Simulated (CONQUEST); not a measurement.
# Na (Im-3m) in CONQUEST: reference runs

How does Na come out in PBE? The cell is run as given.

All numbers are computed with CONQUEST 1.3; they aren't measurements. Logs are shortened: lines on timing, memory, paths and dates and some standing lists are left out, and cuts for length are marked.

## Step 1: Starting point

Symmetry: Im-3m, No. 229, cubic system. Conventional cell: a = 4.282 Å, b = 4.282 Å, c = 4.282 Å, α = 90.00°, β = 90.00°, γ = 90.00°. Na (site symmetry m-3m) has 8 Na at 3.71 Å as nearest neighbours.

## Step 2: Single point, PBE

Conquest_input reads:

```
IO.Title Na
IO.Coordinates coords.dat
IO.FractionalAtomicCoords T
IO.Iprint 2
IO.Iprint_init 1
General.NumberOfSpecies 1
General.PseudopotentialType hamann
AtomMove.TypeOfRun static
AtomMove.FullStress T
Grid.GridCutoff 120
DM.SolutionMethod diagon
Diag.MPMesh T
Diag.GammaCentred T
Diag.MPMeshX 6
Diag.MPMeshY 6
Diag.MPMeshZ 6
Diag.kT 0.00183747
minE.SCTolerance 1e-6
SC.MaxIters 100
IO.AtomChargeOutput T
IO.DumpChargeDensity T
IO.DumpTotPot T
%block ChemicalSpeciesLabel
1 22.990 Na
%endblock
```

coords.dat reads:

```
    8.0918072656     0.0000000000     0.0000000000
    0.0000000000     8.0918072656     0.0000000000
    0.0000000000     0.0000000000     8.0918072656
2
  0.0000000000   0.0000000000   0.0000000000 1 T T T
  0.5000000000   0.5000000000   0.5000000000 1 T T T
```

Potentials or basis: PseudoDojo NC PBE, DZP, grid cutoff 120 Ha.

Launch:

```bash
> Conquest
```

The log of the run:

```text
Simulation cell dimensions:     8.0918 a0 x     8.0918 a0 x     8.0918 a0

      Atomic coordinates (a0)
         Atom         X         Y         Z  Species
            1    0.0000    0.0000    0.0000        1
            2    4.0459    4.0459    4.0459        1

         Monkhorst-Pack mesh:   6 x   6 x   6 gamma-centred
        This calculation includes non-local pseudopotentials,
         with a maximum core radius of     10.45701571

    Job title: Na
    Job to be run: static calculation

[... 5 lines left out ...]
      Using Fermi-Dirac smearing

    Integration grid size:     40 x   40 x   40

    Integration grid spacing:  0.202 a0 x 0.202 a0 x 0.202 a0

    Number of species:  1
    --------------------------------------------------------
    |   #  mass (au)  Charge (e)  SF Rad (a0)  NSF  Label  |
    --------------------------------------------------------
    |   1     22.990       9.000       10.722    9  Na     |
    --------------------------------------------------------
          SCF tolerance:                 0.00000100
          SCF iterations:               100

    The functional used will be GGA PBE96

           radial cut-off to be used is taken to be max PAO cut-off radius for this species:   10.457016

           greatest ang. mom. for making density from PAOs:  1
    Minimum blocs/proc is     1000. Maximum blocs/proc is     1000
    set_atom_dens: In set_atomic_density, electrons :      18.000000000000
 matrix_size & matrix_size_padH =           18          18

    Screened ion int: energy:     -74.479050048569 Ha

    new_SC_potl: Starting.  Tolerance:  0.10000E-05

    PulayMixSC: Starting Pulay mixing, A_up =  0.500 A_dn =  0.500
    PulayMixSC: Spin non-polarised calculation.
          Harris-Foulkes Energy            :       -91.409922167554598 Ha
          GroundState Energy (E-(1/2)TS)   :       -91.410193423706730 Ha
          Free Energy (E-TS)               :       -91.410464679858862 Ha
          DFT Total Energy                 :       -91.406270464522549 Ha
          Total number of electrons        :        18.000000000000451
    PulayMixSC: Pulay iteration     1 residual:              0.19922E-02
          Harris-Foulkes Energy            :       -91.407417468351937 Ha
          GroundState Energy (E-(1/2)TS)   :       -91.407688679664872 Ha
          Free Energy (E-TS)               :       -91.407959890977821 Ha
          DFT Total Energy                 :       -91.406900280184274 Ha
          Total number of electrons        :        18.000034542885533
    PulayMixSC: Pulay iteration     2 residual:              0.72371E-03
          Harris-Foulkes Energy            :       -91.407002440450725 Ha
          GroundState Energy (E-(1/2)TS)   :       -91.407273625644649 Ha
          Free Energy (E-TS)               :       -91.407544810838559 Ha
          DFT Total Energy                 :       -91.407002595403071 Ha
          Total number of electrons        :        18.000059648554359
    PulayMixSC: Pulay iteration     3 residual:              0.44468E-04
          Harris-Foulkes Energy            :       -91.407002643932017 Ha
          GroundState Energy (E-(1/2)TS)   :       -91.407273827549773 Ha
          Free Energy (E-TS)               :       -91.407545011167542 Ha
          DFT Total Energy                 :       -91.407002617652523 Ha
          Total number of electrons        :        18.000069249275775
    PulayMixSC: Pulay iteration     4 residual:              0.60781E-05
          Harris-Foulkes Energy            :       -91.407002641787258 Ha
          GroundState Energy (E-(1/2)TS)   :       -91.407273825625879 Ha
          Free Energy (E-TS)               :       -91.407545009464499 Ha
          DFT Total Energy                 :       -91.407002640562254 Ha
          Total number of electrons        :        18.000068921761287
    PulayMixSC: Pulay iteration     5 residual:              0.12089E-05
          Harris-Foulkes Energy            :       -91.407002553400673 Ha
          GroundState Energy (E-(1/2)TS)   :       -91.407273736897949 Ha
          Free Energy (E-TS)               :       -91.407544920395225 Ha
          DFT Total Energy                 :       -91.407002553404155 Ha
          Total number of electrons        :        18.000068507801643
    PulayMixSC: Pulay iteration     6 residual:              0.19817E-07
    PulayMixSC: Reached SCF tolerance of  0.19817E-07 after      6 iterations
      | Number of electrons      =        18.000069
      |* band energy as 2Tr[K.H] =       -21.680946354593662 Ha
      |  screened ion-ion energy =       -74.479050048569150 Ha
      |  Ha correction           =         0.686791135043865 Ha
      |  XC correction           =         4.066202661677447 Ha
      | GS Energy as E-(1/2)TS   =       -91.407273736897949 Ha
      | Free Energy as E-TS      =       -91.407544920395225 Ha
      |* Harris-Foulkes energy   =       -91.407002553400673 Ha
      |* DFT total energy        =       -91.407002553404155 Ha
      |  estimated accuracy      =         0.000000000003482 Ha

    force: Forces on atoms (Ha/a0)
    force:  Atom   X              Y              Z
    force:     1   0.0000000000  -0.0000000000  -0.0000000000
    force:     2   0.0000000000   0.0000000000   0.0000000000

    force: Maximum force :        0.00000000(Ha/a0) on atom         2 in z direction
    force: Force Residual:        0.00000000 Ha/a0
    force: Total stress:          1.04742362     0.00000000     0.00000000 GPa
                            -0.00000000     1.04742362     0.00000000
                             0.00000000     0.00000000     1.04742362
    force: Average pressure:     -1.04742362 GPa

    force: Finished force
    get_E_and_F: Change in energy during last step of electronic optimisation:  0.88387E-07

    BIBLIOGRAPHY: Please consider citing the following references in the conquest.bib file

    CONQUEST:         Bowler2002pt, Miyazaki2004, Nakata2020
    Basis:            Bowler2019
    DM:               Bowler:2006xr
    Pseudopotentials: Hamann2013, Bowler2019
    XC functional:    Perdew1996
```

It took 16 s on 1 thread of Intel Xeon 6975P-C (Granite Rapids), shared host; peak memory 0.43 GiB.

What came out:

| Item | Value |
| --- | --- |
| Free energy | -2487.3260 eV |
| Pressure | -1.0 GPa |
| Band gap on the k mesh | none (metal or under the smearing width) |

Caveat: the box holds several primitive cells, so bands are folded and the points are those of the box's own zone; the basis of atomic orbitals isn't converged, which shifts pressures, moduli and gaps.
